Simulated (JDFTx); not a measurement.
The system is CsPbBr3.

```
CELL_PARAMETERS angstrom
5.87000 0.00000 0.00000
0.00000 5.87000 0.00000
0.00000 0.00000 5.87000
ATOMIC_POSITIONS crystal
Pb 0.50000 0.50000 0.50000
Cs 0.00000 0.00000 0.00000
Br 0.50000 0.50000 0.00000
Br 0.50000 0.00000 0.50000
Br 0.00000 0.50000 0.50000
```

Measurements of this composition are mostly on another form, of space group No. 62.

- Program: JDFTx 1.7.0 (patched build)
- Task: relaxation of cell and atoms
- Functional: LDA
- Potentials or basis: PseudoDojo-SR-LDA-0.4.1-standard with smoothed tails
- Cutoff: 762 eV
- Density cutoff: 6095 eV
- k mesh: 5 × 5 × 5
- Occupations: fermi-dirac, width 0.05 eV
- Spin: no spin polarisation

At the start: pressure -1.2 GPa; volume 40.45 Å³/atom.

Question: How do energy, volume and symmetry change on relaxing?

Answer: Over 6 steps the energy falls by 8.6 meV/atom and the volume is 38.30 Å³/atom (-5.3 %); space group Pm-3m (No. 221, to 0.05 Å).

The path:
```tsv
step	energy change (eV)	largest force (eV/Å)	pressure (GPa)	volume (Å³)
1	0.0000	0.0000	-1.21	202.26
2	-0.0135	0.0000	-1.02	200.33
3	-0.0427	0.0000	0.10	190.74
4	-0.0430	0.0000	0.00	191.53
5	-0.0430	0.0000	0.00	191.50
6	-0.0430	0.0000	0.00	191.50
```

Final structure:
```cif
data_structure
_symmetry_space_group_name_H-M 'P 1'
_symmetry_Int_Tables_number 1
_cell_length_a 5.7640
_cell_length_b 5.7640
_cell_length_c 5.7640
_cell_angle_alpha 90.000
_cell_angle_beta 90.000
_cell_angle_gamma 90.000
_cell_volume 191.50
loop_
_atom_site_label
_atom_site_type_symbol
_atom_site_fract_x
_atom_site_fract_y
_atom_site_fract_z
_atom_site_occupancy
Pb1 Pb 0.50000 0.50000 0.50000 1
Cs1 Cs 0.00000 0.00000 0.00000 1
Br1 Br 0.50000 0.50000 0.00000 1
Br2 Br 0.50000 0.00000 0.50000 1
Br3 Br 0.00000 0.50000 0.50000 1
```
